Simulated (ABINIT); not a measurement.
Sb:

```xyz
2
Lattice="3.3545 0.0000 0.0000 -1.6773 2.9051 0.0000 0.0000 0.0000 5.4702" Properties=species:S:1:pos:R:3 pbc="T T T"
Sb    1.6773    0.9684    4.1026
Sb    0.0000    1.9367    1.3675
```

This isn't the form of Sb at room conditions, which is rhombohedral.

```yaml
Program: ABINIT 10.8.3 (patched build)
Task: relaxation of cell and atoms
Functional: PW91
Potentials_or_basis: JTH PAW PBE v2.0
Cutoff: 517 eV
k_mesh: 9 × 9 × 5
Occupations: fermi-dirac, width 0.05 eV
Spin: no spin polarisation
```

At the start: pressure 1.8 GPa; volume 26.65 Å³/atom.

**Question.** How do energy, volume and symmetry change on relaxing?

**Answer.** Over 13 steps the energy falls by 6.3 meV/atom and the volume is 27.53 Å³/atom (+3.3 %); space group P6_3/mmc (No. 194, to 0.05 Å).

Step by step:
```tsv
step	energy change (eV)	largest force (eV/Å)	pressure (GPa)	volume (Å³)
1	0.0000	0.0000	1.79	53.31
2	-0.0029	0.0000	1.43	53.60
3	-0.0086	0.0000	0.01	54.84
4	-0.0086	0.0000	-0.02	54.87
5	-0.0089	0.0000	-0.18	55.02
6	-0.0094	0.0000	-0.41	55.22
7	-0.0099	0.0000	-0.37	55.19
8	-0.0124	0.0000	0.22	54.86
9	-0.0125	0.0000	0.12	54.97
10	-0.0113	0.0000	-0.55	55.49
11	-0.0125	0.0000	-0.02	55.07
12	-0.0124	0.0000	0.11	54.99
13	-0.0125	0.0000	0.01	55.05
```

Final structure:
```
Sb
1.0
     3.49124    0.00000    0.00000
    -1.74562    3.02350    0.00000
     0.00000    0.00000    5.21558
Sb
2
Direct
  0.66667 0.33333 0.75000
  0.33333 0.66667 0.25000
```

Caveat: the PAW data sets were made with another functional, which shifts forces and pressure a little.
